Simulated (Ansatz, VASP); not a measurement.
# Two plane-wave programs on Ga

```xyz
3
Lattice="3.9230 0.0000 0.0000 0.7398 3.5138 0.0000 -1.0426 -0.3399 4.5261" Properties=species:S:1:pos:R:3 pbc="T T T"
Ga    0.7027    2.1565    4.0332
Ga    4.0665    1.9239    0.5560
Ga    3.4949    1.6837    2.6944
```

Alike in both runs: task relaxation of cell and atoms; functional PBE; k mesh 4 × 6 × 4; occupations gaussian, width 0.1 eV; no spin polarisation.

```csv
,VASP,Ansatz
version,VASP 6.6.1,Ansatz 0.2.0
potentials or method,"VASP PAW PBE potentials, release 64 (Ga_d)","scalar-relativistic, plane waves, PAW"
plane-wave cutoff (eV),600,420
valence electrons in the cell,39,39
```

Ansatz gave:

- gap on the k mesh at the Fermi level, each at its own relaxed structure (eV): none
- relaxed volume (Å³/atom): 19.50
- relaxed cell length with the largest relative difference (Å): 3.504
- energy change over the relaxation (meV/atom): -2034

Problem. Which values does VASP return?

Solution. gap on the k mesh at the Fermi level, each at its own relaxed structure (eV): none; relaxed volume (Å³/atom): 20.79; relaxed cell length with the largest relative difference (Å): 2.848; energy change over the relaxation (meV/atom): -2093.

A gap of «none» marks a metal or a gap that the smearing closes. One of these differences is far larger than is usual between the two programs; its cause wasn't traced.

Caveats: the k mesh is coarse (spacing up to 0.42 Å⁻¹), so the values aren't converged.
